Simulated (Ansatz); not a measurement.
Crystal: Au.

```
Au
1.0
    -1.65727    1.65727    1.65727
     1.65727   -1.65727    1.65727
     1.65727    1.65727   -1.65727
Au
1
Cartesian
  0.0000 0.0000 0.0000
```

This isn't the form of Au at room conditions, which is fcc.

* Program: Ansatz 0.2.0
* Task: relaxation of cell and atoms
* Functional: PBEsol
* Dispersion: D4
* Potentials or basis: Ansatz PAW
* Cutoff: 420 eV (not typed: the program's choice for these potentials)
* k mesh: 11 × 11 × 11
* Occupations: fermi-dirac, width 0.05 eV
* Spin: no spin polarisation

At the start: volume 18.21 Å³/atom.

Question: Where does the relaxation end?

Answer: It ends after 6 steps and the volume is 16.75 Å³/atom (-8.0 %); space group Im-3m (No. 229, to 0.05 Å).

The path:
```csv
step,energy change (eV),largest force (eV/Å),volume (Å³)
1,0.0000,0.0000,18.21
2,-0.0137,0.0000,15.67
3,-0.0583,0.0000,16.99
4,-0.0601,0.0000,16.79
5,-0.0601,0.0000,16.75
6,-0.0597,0.0000,16.75
```

Final structure:
```xyz
1
Lattice="-1.6119 1.6119 1.6119 1.6119 -1.6119 1.6119 1.6119 1.6119 -1.6119" Properties=species:S:1:pos:R:3 pbc="T T T"
Au    0.0000    0.0000    0.0000
```

Caveat: the plane-wave basis is chosen anew once the cell has moved, so the energies of steps on either side of that aren't comparable; pairwise dispersion overbinds metals, which lowers pressure and volume; the PAW data sets come from PBE, with cores solved anew for the run's functional, which leaves a small shift of forces and pressure.
